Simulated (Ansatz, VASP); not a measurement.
Rh in VASP and in Ansatz

```xyz
1
Lattice="0.0000 1.9586 1.8445 1.9586 0.0000 1.8445 1.9586 1.9586 0.0000" Properties=species:S:1:pos:R:3 pbc="T T T"
Rh    0.0000    0.0000    0.0000
```

Change from the starting cell: strain +0.030 along x and y, -0.030 along z, atoms carried along.

Alike in both runs: task single point; functional PBEsol; k mesh 22 × 22 × 22; occupations gaussian, width 0.15 eV; no spin polarisation.

|  | VASP | Ansatz |
| --- | --- | --- |
| version | VASP 6.6.1 | Ansatz 0.2.0 |
| potentials or method | VASP PAW PBE potentials, release 64 (Rh_pv) | scalar-relativistic, plane waves, PAW |
| plane-wave cutoff (eV) | 520 | 420 |
| valence electrons in the cell | 15 | 17 |

|  | VASP | Ansatz | Ansatz less VASP |
| --- | --- | --- | --- |
| gap on the k mesh at the Fermi level (eV) | none | none | - |
| pressure (GPa) | -11.8 | -11.7 | +0.06 |
| largest component of the traceless stress (GPa) | 8.49 | 8.51 | +0.019 |

A gap of «none» marks a metal or a gap that the smearing closes. The functional is the same, so the differences come from potentials, cutoffs and numerics. The two sets of potentials don't hold the same shells in valence.

Caveats: the PAW data sets were made with another functional, which shifts forces and pressure a little (VASP).
